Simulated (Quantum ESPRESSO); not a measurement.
**AlRu: phonon spectrum and thermodynamics under several settings**

```
Ru Al
1.0
     2.99160    0.00000    0.00000
     0.00000    2.99160    0.00000
     0.00000    0.00000    2.99160
Ru Al
1 1
Direct
  0.50000 0.50000 0.50000
  0.00000 0.00000 0.00000
```

All runs used Quantum ESPRESSO 7.5; k mesh 6 × 6 × 6; relaxed cell; no spin polarisation; cutoff 612 eV; occupations cold, width 0.2 eV; q mesh 2 × 2 × 2.

```csv
level,potentials,volume (Å³/atom),highest frequency (cm⁻¹),zero-point energy (meV/atom),entropy at room temperature (k_B/atom)
LDA,GBRV 1.5 LDA,12.89,372,45.8,2.92
PBE,GBRV 1.5 PBE,?,?,?,?
PBEsol,GBRV 1.5 PBEsol,13.16,366,45.1,2.95
```

Problem. What stands in the row left open?

Solution. Volume 13.54 Å³/atom; highest frequency 350 cm⁻¹; zero-point energy 43.3 meV/atom; entropy at room temperature 3.06 k_B/atom.

Caveats: the mesh is thin for the phonons of a metal.

For the row left open. Caveat: the k mesh is coarse; the mesh is thin for the phonons of a metal; the q mesh is small, so phonon branches between its points and thermal values are rough.
